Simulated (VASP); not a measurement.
## Hf: relaxation of cell and atoms with r2SCAN

The system is Hf.

```
CELL_PARAMETERS angstrom
3.19238 0.00000 0.00000
-1.59619 2.76469 0.00000
0.00000 0.00000 5.04504
ATOMIC_POSITIONS crystal
Hf 0.33333 0.66667 0.25000
Hf 0.66667 0.33333 0.75000
```

```
Program                : VASP 6.6.1
Task                   : relaxation of cell and atoms
Functional             : r2SCAN
Potentials or basis    : VASP PAW PBE potentials, release 64 (Hf_pv)
Cutoff                 : 600 eV
k mesh                 : 15 × 15 × 8
Occupations            : gaussian, width 0.1 eV
Spin                   : no spin polarisation
Further INCAR settings : ALGO = Normal; EDIFF = 1e-07; IBRION = 2; EDIFFG = -0.005; NSW = 90; ISIF = 3
```

* Relaxed volume: 22.23 Å³/atom
* Relaxed cell: a = 3.194 Å, b = 3.194 Å, c = 5.034 Å, α = 90.00°, β = 90.00°, γ = 120.00°
* Space group after relaxing (to 0.05 Å): P6_3/mmc (No. 194)
* Energy gained by relaxing: 0.1 meV/atom
* Ionic steps: 4
* Pressure after relaxing: 0.0 GPa
* Band gap on the k mesh: none (metal or under the smearing width)

Step by step:
```csv
step,energy change (eV),largest force (eV/Å),pressure (GPa),volume (Å³)
1,0.0000,0.0000,-0.18,44.53
2,-0.0001,0.0000,0.22,44.37
3,-0.0001,0.0000,0.06,44.43
4,-0.0001,0.0000,-0.01,44.46
```

Final structure:
```xyz
2
Lattice="3.1936 0.0000 0.0000 -1.5968 2.7657 0.0000 0.0000 0.0000 5.0337" Properties=species:S:1:pos:R:3 pbc="T T T"
Hf    0.0000    1.8438    1.2584
Hf    1.5968    0.9219    3.7753
```

Levels at points of the mesh, in eV from the Fermi level:
```tsv
k point	band 6	band 7	band 8	band 9	band 10	band 11	band 12	band 13	band 14
(0.00, 0.00, 0.00)	-31.34	-7.79	-3.87	0.44	1.31	1.31	1.66	2.20	2.20
(0.00, 0.00, 0.50)	-31.41	-5.71	-5.71	0.15	0.15	1.20	1.20	1.20	1.20
```

Run time: 11 min on 1 thread of Intel(R) Xeon(R) 6975P-C (Granite Rapids), on a shared host, peak memory 0.26 GiB.

Caveat: the PAW data sets were made with another functional, which shifts forces and pressure a little. Spin-orbit coupling is left out, which matters for the levels of Hf.
